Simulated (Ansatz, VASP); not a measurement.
ZnSe: VASP beside Ansatz

File INCAR:

```
SYSTEM = ZnSe
PREC = Accurate
ENCUT = 520
EDIFF = 1E-8
ISMEAR = -1
SIGMA = 0.03
LREAL = .False.
LASPH = .True.
NELM = 100
ALGO = Normal
ISIF = 2
LWAVE = .False.
LCHARG = .False.
GGA = PE
LEFG = .True.
NBANDS = 16
```

Contents of KPOINTS:

```
Automatic mesh
0
Gamma
  8 8 8
  0 0 0
```

File POSCAR:

```
ZnSe
1.0
    0.0000000000      2.8243223372      2.8243223372
    2.8243223372      0.0000000000      2.8243223372
    2.8243223372      2.8243223372      0.0000000000
Zn Se
1 1
Direct
    0.0000000000      0.0000000000      0.0000000000
    0.7500000000      0.7500000000      0.7500000000
```

Input for Ansatz:

```yaml
crystal:
  lattice:
    - [0.0, 2.8243223372, 2.8243223372]
    - [2.8243223372, 0.0, 2.8243223372]
    - [2.8243223372, 2.8243223372, 0.0]
  atoms:
    - { symbol: Zn, position: [0.0, 0.0, 0.0] }
    - { symbol: Se, position: [0.75, 0.75, 0.75] }
kpoints:
  mp_grid: { grid: [8, 8, 8] }
scf:
  occupations: { method: fermi_dirac, width: 0.03 }
hamiltonian:
  xc: pbe
  pseudopotentials: { kind: all_electron, datasets: crystal }
output:
  forces: true
  stress: true
  eigenvalues: true
  efg: { contact_densities: true }
```

Change from the starting cell: volume scaled by 0.99, crystal datasets.

Alike in both runs: task electric field gradients; functional PBE; k mesh 8 × 8 × 8; occupations fermi-dirac, width 0.03 eV; no spin polarisation.

```csv
,VASP,Ansatz
version,VASP 6.6.1,Ansatz 0.2.0
potentials or method,"VASP PAW PBE potentials, release 64 (Zn, Se)","all-electron PAW with datasets made for the crystal, scalar-relativistic"
plane-wave cutoff (eV),520,see its input
```

```tsv
	VASP	Ansatz	Ansatz less VASP
gap on the k mesh at the Fermi level (eV)	1.33	1.33	0.000
pressure (GPa)	3.0	2.8	-0.23
Vzz of the field gradient on the site that differs most (V/Å²)	0.0	0.0	-0.01
```

Ansatz ran all-electron here, so the differences hold the error of VASP's frozen core and of both bases.
